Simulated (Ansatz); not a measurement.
# C: stress in a strained cell

Aim: deform C (xy engineering shear strain of +1.5 %) and compute stress, forces and field gradients with LAPW, PAW and all-electron datasets made for the crystal.

Method: DFT PBE, scalar-relativistic, in Ansatz 0.2.0.

### 1 The starting structure

The structure is cubic, space group Fd-3m (No. 227). Conventional cell: a = 3.567 Å, b = 3.567 Å, c = 3.567 Å, α = 90.00°, β = 90.00°, γ = 90.00°. C (site symmetry -43m) has 4 C at 1.54 Å as nearest neighbours.

Coordinates:

```xyz
2
Lattice="0.0000 1.7834 1.7834 1.7834 0.0000 1.7834 1.7834 1.7834 0.0000" Properties=species:S:1:pos:R:3 pbc="T T T"
C     1.7834    1.7834    1.7834
C     2.6751    2.6751    2.6751
```

Atoms are numbered in the order of the input: C1, C2.

### 2 After the deformation

Space group Fd-3m before, Imma after.

### 3 All-electron LAPW

input.yaml reads:

```yaml
crystal:
  lattice:
    - [0.0133755, 1.7834, 1.7834]
    - [1.7834, 0.0133755, 1.7834]
    - [1.7967755, 1.7967755, 0.0]
  atoms:
    - { symbol: C, position: [0.5, 0.5, 0.5] }
    - { symbol: C, position: [0.75, 0.75, 0.75] }
kpoints:
  mp_grid: { grid: [16, 16, 16] }
scf:
  occupations: { method: fermi_dirac, width: 0.03 }
hamiltonian:
  xc: pbe
  pseudopotentials: { kind: all_electron, lapw: { basis_error: 0.00025 } }
output:
  forces: true
  stress: true
  eigenvalues: true
```

### 4 PAW on the default files

Changes to input.yaml since step 3:

```diff
@@ -14,3 +14,3 @@
   xc: pbe
-  pseudopotentials: { kind: all_electron, lapw: { basis_error: 0.00025 } }
+  pseudopotentials: { kind: paw }
 output:
@@ -19 +19,2 @@
   eigenvalues: true
+  efg: { contact_densities: true }
```

### 5 Datasets made for this crystal

Changes to input.yaml since step 4:

```diff
@@ -14,3 +14,3 @@
   xc: pbe
-  pseudopotentials: { kind: paw }
+  pseudopotentials: { kind: all_electron, datasets: crystal }
 output:
```

(Steps that only read results are left out.)

Before running it: what results should come out? Wanted: pressure; largest shear or deviatoric stress.

**Answer**, as computed:

| quantity | value |
| --- | --- |
| pressure | LAPW 1.85, PAW 1.87, crystal datasets 1.85 GPa |
| largest shear or deviatoric stress (LAPW) | 8.51 GPa |

**Reading.** The largest part of the stress beyond the pressure is 8.51 GPa in size, in the xy component; the atoms are carried along and not relaxed. No run of the undeformed cell stands beside it, so the pressure holds what the given cell had before the change. PAW: stress within 0.02 GPa of LAPW, forces within 1 meV/Å. Crystal datasets: stress within 0.01 GPa of LAPW, forces within 1 meV/Å.
